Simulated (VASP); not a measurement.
# Sr (Strontium) under strain, part 2 of 3

How does the pressure of Sr (Strontium) answer to a change of volume? The bands are shown for each cell. All runs use PBE. Left out of this account: at least 1 further run (self-consistent run: a reference on another mesh). The start is a cell from a database of measured crystal structures.

VASP 6.6.1; PBE; plane waves and PAW (Sr_sv).

Still holding for the runs below: The k-mesh is coarse for a metal.

So far, pressure (GPa): step 2 (bands, cell as listed) -0.316; step 3 (cell volume +4.0 %) -0.705.

### 4. Bands, volume times 1.08

The cell is expanded evenly, with fractional positions held.

INCAR

```
SYSTEM = Sr
PREC = Accurate
ENCUT = 400
EDIFF = 1E-06
NELM = 100
ISMEAR = -1
SIGMA = 0.05
LREAL = .FALSE.
ALGO = Normal
GGA = PE
NBANDS = 16
LORBIT = 11
LWAVE = .FALSE.
LCHARG = .FALSE.
KPAR = 2
```

POSCAR

```
Sr
1.0
    0.0000000000      3.1214071928      3.1214071928
    3.1214071928      0.0000000000      3.1214071928
    3.1214071928      3.1214071928      0.0000000000
Sr
1
Direct
    0.0000000000      0.0000000000      0.0000000000
```

KPOINTS

```
Automatic mesh
0
Gamma
11 11 11
0 0 0
```

KPOINTS_OPT

```
Line mode
16
Line-mode
Reciprocal
  0.00000000   0.00000000   0.00000000 GAMMA
  0.50000000   0.00000000   0.50000000 X

  0.50000000   0.00000000   0.50000000 X
  0.50000000   0.25000000   0.75000000 W

  0.50000000   0.25000000   0.75000000 W
  0.37500000   0.37500000   0.75000000 K

  0.37500000   0.37500000   0.75000000 K
  0.00000000   0.00000000   0.00000000 GAMMA

  0.00000000   0.00000000   0.00000000 GAMMA
  0.50000000   0.50000000   0.50000000 L

  0.50000000   0.50000000   0.50000000 L
  0.62500000   0.25000000   0.62500000 U

  0.62500000   0.25000000   0.62500000 U
  0.50000000   0.25000000   0.75000000 W

  0.50000000   0.25000000   0.75000000 W
  0.50000000   0.50000000   0.50000000 L

  0.50000000   0.50000000   0.50000000 L
  0.37500000   0.37500000   0.75000000 K

  0.62500000   0.25000000   0.62500000 U
  0.50000000   0.00000000   0.50000000 X
```

The projector-augmented-wave data sets are Sr_sv (PBE family, release 64).

The run is started by

```bash
$ mpirun -np 2 vasp_std
```

The program printed:

```text
[... set-up lines as in an earlier step ...]
 entering main loop
       N       E                     dE             d eps       ncg     rms          rms(c)
DAV:   1     0.279254123363E+02    0.27925E+02   -0.38583E+03  1800   0.432E+02
DAV:   2    -0.479897910756E+00   -0.28405E+02   -0.27701E+02  2384   0.107E+02
DAV:   3    -0.158536277032E+01   -0.11055E+01   -0.10979E+01  2504   0.143E+01
DAV:   4    -0.161822709415E+01   -0.32864E-01   -0.32854E-01  2360   0.209E+00
DAV:   5    -0.161846592757E+01   -0.23883E-03   -0.23883E-03  2504   0.160E-01    0.105E+01
DAV:   6    -0.162117179017E+01   -0.27059E-02   -0.67035E-03  2160   0.616E-01    0.590E+00
DAV:   7    -0.162281453720E+01   -0.16427E-02   -0.11422E-02  2016   0.799E-01    0.285E-01
DAV:   8    -0.162279758870E+01    0.16948E-04   -0.10935E-03  2640   0.151E-01    0.550E-02
DAV:   9    -0.162282330976E+01   -0.25721E-04   -0.25102E-05  2080   0.276E-02    0.251E-02
DAV:  10    -0.162283491853E+01   -0.11609E-04   -0.56621E-06  2472   0.121E-02    0.336E-03
DAV:  11    -0.162283451079E+01    0.40774E-06   -0.30831E-07  1360   0.296E-03
   1 F= -.16228345E+01 E0= -.16168655E+01  d E =-.119380E-01
 Start KPOINTS_OPT (optional k-point list driver)
k-point batch [1-56\160]
       N       E                     dE             ncg
DAV:   1    -0.820351247950E+04   -0.21780E+05     1808
DAV:   2    -0.976514981190E+04   -0.15616E+04     2432
DAV:   3    -0.982449198163E+04   -0.59342E+02     2544
DAV:   4    -0.982517649444E+04   -0.68451E+00     2264
DAV:   5    -0.982518607923E+04   -0.95848E-02     2432
DAV:   6    -0.982518617061E+04   -0.91382E-04     2224
DAV:   7    -0.982518617293E+04   -0.23249E-05     1688
DAV:   8    -0.982518617302E+04   -0.89700E-07     1432
[...]
k-point batch [113-160\160]
       N       E                     dE             ncg
DAV:   1    -0.468992460736E+04   -0.20779E+05     1560
DAV:   2    -0.604157911494E+04   -0.13517E+04     2144
DAV:   3    -0.609257750878E+04   -0.50998E+02     2112
DAV:   4    -0.609414851581E+04   -0.15710E+01     2128
DAV:   5    -0.609415956012E+04   -0.11044E-01     2088
DAV:   6    -0.609415960294E+04   -0.42819E-04     2080
DAV:   7    -0.609415960316E+04   -0.21491E-06     1488
```

Elapsed: 90 s, on 2 MPI ranks of AMD EPYC 7R43, shared host; peak memory 0.34 GiB.

Parts of OUTCAR (step 4):

```text
  LATTYP: Found a face centered cubic cell.
 ALAT       =     6.2428143856

The static configuration has the point symmetry O_h .

 Found     56 irreducible k-points:

   dimension x,y,z NGX =    30 NGY =   30 NGZ =   30
   dimension x,y,z NGXF=    60 NGYF=   60 NGZF=   60

   ENCUT  =  400.0 eV  29.40 Ry    5.42 a.u.   7.20  7.20  7.20*2*pi/ulx,y,z

   NELECT =      10.0000    total number of electrons

 E-fermi :   1.2398

 k-point     1 :       0.0000    0.0000    0.0000
  band No.  band energies     occupation
      1     -35.5732      2.00000
      2     -17.4718      2.00000
      3     -17.4718      2.00000
      4     -17.4718      2.00000
      5      -2.2384      2.00000
      6       3.4826      0.00000
      7       3.4826      0.00000
      8       3.4826      0.00000
      9       4.7949      0.00000
     10       4.7949      0.00000
    ...

 k-point     2 :       0.0909    0.0000    0.0000
  band No.  band energies     occupation
      1     -35.5725      2.00000
      2     -17.4827      2.00000
      3     -17.4733      2.00000
      4     -17.4733      2.00000
      5      -2.1176      2.00000
      6       3.2960      0.00000
      7       3.5382      0.00000
      8       3.5382      0.00000
      9       4.7241      0.00000
     10       4.7241      0.00000
    ...

  Total       -0.3928844     -0.3928844     -0.3928844      0.0000000      0.0000000      0.0000000
  in kB      -10.3488969    -10.3488969    -10.3488969      0.0000000      0.0000000      0.0000000
  external PRESSURE =     -10.3488969 kB  Pullay stress =       0.0000000 kB

  energy-cutoff  :      400.00
  volume of cell :       60.82
      direct lattice vectors                 reciprocal lattice vectors
     0.000000000  3.121407193  3.121407193    -0.160184163  0.160184163  0.160184163
     3.121407193  0.000000000  3.121407193     0.160184163 -0.160184163  0.160184163
     3.121407193  3.121407193  0.000000000     0.160184163  0.160184163 -0.160184163

  FREE ENERGIE OF THE ION-ELECTRON SYSTEM (eV)
  ---------------------------------------------------
  free  energy   TOTEN  =        -1.6228345108 eV

  energy  without entropy=       -1.6108964757  energy(sigma->0) =       -1.61686549

 total charge
# of ion       s       p       d       tot
------------------------------------------
    1        2.061   5.708   0.111   7.879

[... 5 parts as in an earlier step ...]

[... 5 further parts left out ...]
```

Numbers from this step:

| Quantity | Value |
| --- | --- |
| free energy (TOTEN) | -1.623 eV |
| energy at zero smearing | -1.617 eV |
| Fermi energy | 1.240 eV |
| pressure | -1.035 GPa |

Electronic bands along the path, in eV, zero at the Fermi level; # counts the bands kept in this run, so #1 is VASP's band 5:

```
          point     #1     #2    #3    #4    #5
              Γ  -3.48   2.24  2.24  2.24  3.56
0.53 of the way  -2.19   1.05  1.90  2.92  2.92
              X  -0.53   0.43  0.87  4.48  4.75
0.47 of the way  -0.29   0.46  0.79  3.09  4.75
              W   0.14   0.59  0.59  2.02  4.75
0.47 of the way   0.05   0.40  0.68  2.42  4.26
              K  -0.02   0.25  0.73  3.20  3.46
0.47 of the way  -2.04   1.04  1.73  2.73  3.00
              Γ  -3.48   2.24  2.24  2.24  3.56
0.47 of the way  -2.72   1.33  2.39  2.39  3.47
              L  -1.06  -0.03  2.10  2.10  4.48
0.47 of the way  -0.65  -0.02  1.52  2.42  4.25
              U  -0.02   0.25  0.73  3.20  3.46
0.53 of the way   0.05   0.40  0.68  2.42  4.26
              W   0.14   0.59  0.59  2.02  4.75
0.53 of the way  -0.52  -0.01  1.39  2.47  4.02
              L  -1.06  -0.03  2.10  2.10  4.48
0.53 of the way  -0.53  -0.02  1.39  2.51  4.12
              K  -0.02   0.25  0.73  3.20  3.46
      jump to U  -0.02   0.25  0.73  3.20  3.46
0.53 of the way  -0.41   0.43  0.83  3.87  4.03
              X  -0.53   0.43  0.87  4.48  4.75
```

The electronic bands as a text plot (rows in eV, shown from -3.5 to 5.1 only):

```
    4.9 |        ******                  ****     *** ******   **
    4.6 |       ********    *            ***    ***  ******   ***
    4.2 |     ***      *** * *          *   ****   *  *    ***  *
    3.9 |  ***    *     * *   *        *     *  *   **      *  *
    3.5 |**    *         * **  ********       **             **
    3.1 | **  *    *     *   * *              **             *
    2.8 |   **          * *****              *  *           *
    2.4 |****       *  *       *** *****    *      ****   **
    2.1 |**  *       **       * ****    ****     **    ***
    1.7 |  *  *              * *    *      *          *   *
    1.4 |   *  *            * *      *      *        *     *
    1.0 |    ** ***        ***        *      *      *       *  **
    0.6 |      **  *********           *      ******         **
    0.3 |        ***  *****             *      ** **         ****
   -0.1 |           ** ***               ********* ************
   -0.4 |        ***      *                  *       *     *   **
   -0.8 |       *                          **         **  *
   -1.2 |      *           *             **             **
   -1.5 |                   *           *
   -1.9 |     *              *         *
   -2.2 |    *
   -2.6 |   *                 *       *
   -2.9 |                      *     *
   -3.3 |***                    *****
         Γ       X    W  K        Γ      L     U  W     L   K|U X
```

 The pressure is -1.03 GPa.

Of the bands kept, 2 cross the Fermi level on this path.

### 5. Bands, sheared, principal strains -1.6, -0.5, +2.2 %

The first cell is sheared at its own volume, which lowers its symmetry.

INCAR is that of step 4.

POSCAR

```
Sr
1.0
    0.0123080000      3.0294200000      2.9752900000
    3.0336770000     -0.0486370000      3.0362350000
    3.0246340000      3.0813220000     -0.0395930000
Sr
1
Direct
    0.0000000000      0.0000000000      0.0000000000
```

KPOINTS is that of step 4.

KPOINTS_OPT

```
Line mode
16
Line-mode
Reciprocal
  0.00000000   0.00000000   0.50000000 X
  0.00000000   0.00000000   0.00000000 GAMMA

  0.00000000   0.00000000   0.00000000 GAMMA
  0.00000000   0.50000000   0.00000000 Y

  0.00000000   0.50000000   0.50000000 L
  0.00000000   0.00000000   0.00000000 GAMMA

  0.00000000   0.00000000   0.00000000 GAMMA
 -0.50000000  -0.50000000  -0.50000000 Z

 -0.50000000  -0.50000000   0.00000000 N
  0.00000000   0.00000000   0.00000000 GAMMA

  0.00000000   0.00000000   0.00000000 GAMMA
 -0.50000000   0.00000000  -0.50000000 M

 -0.50000000   0.00000000   0.00000000 R
  0.00000000   0.00000000   0.00000000 GAMMA
```

The run is started by

```bash
$ mpirun -np 2 vasp_std
```

The program printed:

```text
[... set-up lines as in an earlier step ...]
 entering main loop
       N       E                     dE             d eps       ncg     rms          rms(c)
DAV:   1     0.291415317665E+02    0.29142E+02   -0.39004E+03 21344   0.439E+02
DAV:   2    -0.467922994224E+00   -0.29609E+02   -0.28828E+02 28808   0.109E+02
DAV:   3    -0.161230517812E+01   -0.11444E+01   -0.11366E+01 29672   0.148E+01
DAV:   4    -0.163775203503E+01   -0.25447E-01   -0.25440E-01 28752   0.190E+00
DAV:   5    -0.163814999212E+01   -0.39796E-03   -0.39795E-03 29632   0.177E-01    0.111E+01
DAV:   6    -0.163892488998E+01   -0.77490E-03   -0.63866E-03 25824   0.604E-01    0.628E+00
DAV:   7    -0.163956544976E+01   -0.64056E-03   -0.10889E-02 23832   0.780E-01    0.276E-01
DAV:   8    -0.163953650092E+01    0.28949E-04   -0.97074E-04 33664   0.142E-01    0.528E-02
DAV:   9    -0.163955615779E+01   -0.19657E-04   -0.13596E-05 23456   0.222E-02    0.249E-02
DAV:  10    -0.163956711169E+01   -0.10954E-04   -0.43547E-06 30264   0.113E-02    0.323E-03
DAV:  11    -0.163956686387E+01    0.24782E-06   -0.19712E-07 14104   0.247E-03
   1 F= -.16395669E+01 E0= -.16342409E+01  d E =-.106519E-01
 Start KPOINTS_OPT (optional k-point list driver)
k-point batch [1-112\112]
       N       E                     dE             ncg
DAV:   1    -0.642901777208E+04   -0.31413E+05     3592
DAV:   2    -0.991075740238E+04   -0.34817E+04     4640
DAV:   3    -0.100469743638E+05   -0.13622E+03     5112
DAV:   4    -0.100502947676E+05   -0.33204E+01     4800
DAV:   5    -0.100503309616E+05   -0.36194E-01     5000
DAV:   6    -0.100503312523E+05   -0.29062E-03     4736
DAV:   7    -0.100503312557E+05   -0.34289E-05     3752
DAV:   8    -0.100503312559E+05   -0.18588E-06     3624
```

Run time: 6 min. Hardware: 2 MPI ranks; peak memory 1.2 GiB; 12 min of CPU time.

From OUTCAR (step 5):

```text
   k-points           NKPTS =    666   k-points in BZ     NKDIM =    666   number of bands    NBANDS=     16

   ENCUT  =  400.0 eV  29.40 Ry    5.42 a.u.   6.92  7.00  7.04*2*pi/ulx,y,z

   NELECT =      10.0000    total number of electrons

 E-fermi :   1.4974

 k-point     1 :       0.0000    0.0000    0.0000
  band No.  band energies     occupation
      1     -35.1679      2.00000
      2     -17.0584      2.00000
      3     -17.0570      2.00000
      4     -17.0566      2.00000
      5      -2.1077      2.00000
      6       3.6669      0.00000
      7       3.8341      0.00000
      8       3.9485      0.00000
      9       5.1760      0.00000
     10       5.3274      0.00000
    ...

  Total       -0.1005372     -0.1292886     -0.0912379     -0.0056054      0.1169462     -0.0281412
  in kB       -2.8600912     -3.6780121     -2.5955430     -0.1594627      3.3268950     -0.8005644
  external PRESSURE =      -3.0445488 kB  Pullay stress =       0.0000000 kB

 POSITION                                       TOTAL-FORCE (eV/Angst)
 -----------------------------------------------------------------------------------
      0.00000      0.00000      0.00000        -0.000000      0.000000      0.000000
 -----------------------------------------------------------------------------------
    total drift:                               -0.000000      0.000000     -0.000000

  FREE ENERGIE OF THE ION-ELECTRON SYSTEM (eV)
  ---------------------------------------------------
  free  energy   TOTEN  =        -1.6395668639 eV

  energy  without entropy=       -1.6289149271  energy(sigma->0) =       -1.63424090

[... 3 parts as in an earlier step ...]

[... 12 further parts left out ...]
```

The path and its labels are those of the sheared lattice, so a letter need not mean the same point as in the unstrained cell.

Numbers from this step:

```
irreducible k-points    : 666
symmetry operations     : 2
free energy (TOTEN)     : -1.640 eV
energy at zero smearing : -1.634 eV
Fermi energy            : 1.497 eV
pressure                : -0.3045 GPa
```

Electronic bands along the path, in eV, zero at the Fermi level; # counts the bands kept in this run, so #1 is VASP's band 5:

```
          point     #1     #2    #3    #4    #5
              X  -1.14   0.00  2.11  2.28  4.63
0.47 of the way  -2.59   1.12  2.37  2.55  3.77
              Γ  -3.60   2.17  2.34  2.45  3.68
0.47 of the way  -2.82   1.29  2.40  2.59  3.68
              Y  -1.16  -0.03  2.11  2.30  4.64
      jump to L  -0.59   0.35  1.06  4.76  4.89
0.47 of the way  -2.22   1.03  1.99  2.92  3.17
              Γ  -3.60   2.17  2.34  2.45  3.68
0.47 of the way  -2.78   1.39  2.32  2.63  3.57
              Z  -1.07   0.09  1.99  2.30  4.72
      jump to N  -0.59   0.36  1.06  4.72  5.01
0.53 of the way  -2.52   1.22  2.27  2.85  2.89
              Γ  -3.60   2.17  2.34  2.45  3.68
0.53 of the way  -2.26   1.03  1.89  3.09  3.15
              M  -0.64   0.39  0.91  4.75  5.04
      jump to R  -1.04   0.12  2.01  2.25  4.73
0.47 of the way  -2.53   1.22  2.31  2.56  3.67
              Γ  -3.60   2.17  2.34  2.45  3.68
```

The electronic bands as a text plot (rows in eV, shown from -3.6 to 5.6 only):

```
    5.5 |*             **              **                **
    5.1 |                                                *
    4.7 |**           ****            *****           *****
    4.3 | **         **  ****        **  * **       ** **  *
    3.9 |  **  ***  **   *   *****  **    *  *******   *    *   *
    3.5 |    *******      **   ******          ***    *      ****
    3.1 |                  ** *            *  *   *  *
    2.8 |    *     *        ***    **       **     **        *
    2.4 |***************    ************    ******* *     *******
    2.0 |**   *****   **      * * *  ***      *****  *    **  ***
    1.6 |    *     *      ** *     *       * *     *         *
    1.2 |   *       *   **  *       *   *** *       ****    *
    0.8 |  *         *    **         *     *          * ** *
    0.4 | *           * **            * ***            ****
    0.1 |*             *               *
   -0.3 |
   -0.7 |               *               **              **
   -1.1 |*             * *             *  *            *  *
   -1.5 | *           *   *           *               *
   -1.9 |                  *         *     *               *
   -2.3 |  *         *                               *      *
   -2.6 |   *       *       *       *       **      *        *
   -3.0 |    *     *         *     *               *          *
   -3.4 |     *****           *****           *****            **
         X      Γ     Y|L       Γ      Z|N      Γ       M|R     Γ
```

 The pressure is -0.30 GPa, and the symmetry operations fall from 48 to 2.

[end of part 2 of 3]

[Lines on the potential files, build, host, timing and source positions are cut from VASP's logs without a mark.]

[Logs are printed without paths, hosts, clocks, repeated set-up lines and the standing remarks that a program may print on its own settings, such as how far it seeks lower states.]

[Hosts, paths, dates, database ids (printed as entryN), source tags and the programs' standing remarks are cut or masked in the printed files.]

[A measured line is paired with the nearest computed mode of its activity, which favours agreement.]

[In band tables of VASP the shares of atoms and orbitals are scaled to a sum of 1 inside the atoms' spheres.]
